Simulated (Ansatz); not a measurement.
# A run on Al3Cu2 that went wrong

Someone meant to compute Al3Cu2 with r2SCAN, plane waves and PAW in Ansatz and wrote this input.

```yaml
crystal:
  lattice:
    - [4.0919516368, 0.0, 0.0]
    - [-2.0459758184, 3.5437340685, 0.0]
    - [0.0, 0.0, 4.9927787]
  atoms:
    - { symbol: Al, position: [0.0, 0.0, 0.0] }
    - { symbol: Al, position: [0.3333333333, 0.6666666667, 0.34992535] }
    - { symbol: Al, position: [0.6666666667, 0.3333333333, 0.65007465], spin: 2.0 }
    - { symbol: Cu, position: [0.3333333333, 0.6666666667, 0.83951213] }
    - { symbol: Cu, position: [0.6666666667, 0.3333333333, 0.16048787] }
basis:
  ecutwfc: 500
kpoints:
  mp_grid: { grid: [12, 12, 8] }
hamiltonian:
  xc: r2scan
scf:
  occupations: { method: gaussian, width: 0.1 }
output:
  forces: true
  stress: true
  eigenvalues: true
  populations: true
magnetization:
  spin_polarized: false
```

Command:

```bash
ansatz run input.yaml --threads 1 --pin off --max-ram 2560MiB --backend cpu --events-out ev --progress --plain --runs-dir out
```

The program printed:

```text
Error: inconsistent input (magnetization.spin_polarized): false but per-atom `spin:`, `per_species`, `initial_magnetization`, `magnetic_field`, or `spin_locking` is set
```

**Question.** Why did this happen?

**Answer.** The fault is starting moments without spin polarisation. Moments need two spin channels. The cure is the moments removed, as this run is meant to be without spin (a magnetic crystal would need spin polarisation switched on instead).

The change to the input:

```diff
 crystal:
   atoms:
-    - { symbol: Al, position: [0.6666666667, 0.3333333333, 0.65007465], spin: 2.0 }
+    - { symbol: Al, position: [0.66666667, 0.33333333, 0.65007465] }
-magnetization:
-  spin_polarized: false
```

The mended run converges, with a pressure of 0.50 GPa, a largest force of 0.017 eV/Å.

The mended run took 80 s on 1 thread of Intel(R) Xeon(R) Processor @ 2.50GHz (Skylake/Cascade Lake), with other jobs on the host, peak memory 0.69 GiB.